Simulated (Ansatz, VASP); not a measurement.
# One calculation of Ca, two programs

File INCAR:

```
SYSTEM = Ca
PREC = Accurate
ENCUT = 520
EDIFF = 1E-7
ISMEAR = 0
SIGMA = 0.1
LREAL = .FALSE.
LASPH = .TRUE.
NELM = 100
ALGO = Fast
ISIF = 2
LWAVE = .FALSE.
LCHARG = .FALSE.
GGA = PE
NBANDS = 11
```

File KPOINTS:

```
regular mesh
0
G
  12 12 12
  0 0 0
```

File POSCAR:

```
Ca
1.0
   -0.2235360000      2.8940367660      2.8940367660
    2.6705007660      0.0000000000      2.6705007660
    2.6705007660      2.6705007660      0.0000000000
Ca
1
Direct
    0.0000000000      0.0000000000      0.0000000000
```

Input for Ansatz:

```yaml
crystal:
  lattice:
    - [-0.223536, 2.894036766, 2.894036766]
    - [2.670500766, 0.0, 2.670500766]
    - [2.670500766, 2.670500766, 0.0]
  atoms:
    - { symbol: Ca, position: [0.0, 0.0, 0.0] }
basis:
  ecutwfc: 420
kpoints:
  mp_grid: { grid: [12, 12, 12] }
hamiltonian:
  xc: pbe
scf:
  occupations: { method: gaussian, width: 0.1 }
output:
  forces: true
  stress: true
  eigenvalues: true
```

Alike in both runs: task single point; functional PBE; k mesh 12 × 12 × 12; occupations gaussian, width 0.1 eV; no spin polarisation.

```csv
,VASP,Ansatz
version,VASP 6.6.1,Ansatz 0.2.0
potentials or method,"VASP PAW PBE potentials, release 64 (Ca_sv)","scalar-relativistic, plane waves, PAW"
plane-wave cutoff (eV),520,420
valence electrons in the cell,10,10
```

|  | VASP | Ansatz | Ansatz less VASP |
| --- | --- | --- | --- |
| gap on the k mesh at the Fermi level (eV) | none | none | - |
| pressure (GPa) | -0.1 | -0.1 | -0.01 |
| largest component of the traceless stress (GPa) | 1.31 | 1.31 | -0.001 |

A gap of «none» marks a metal or a gap that the smearing closes.
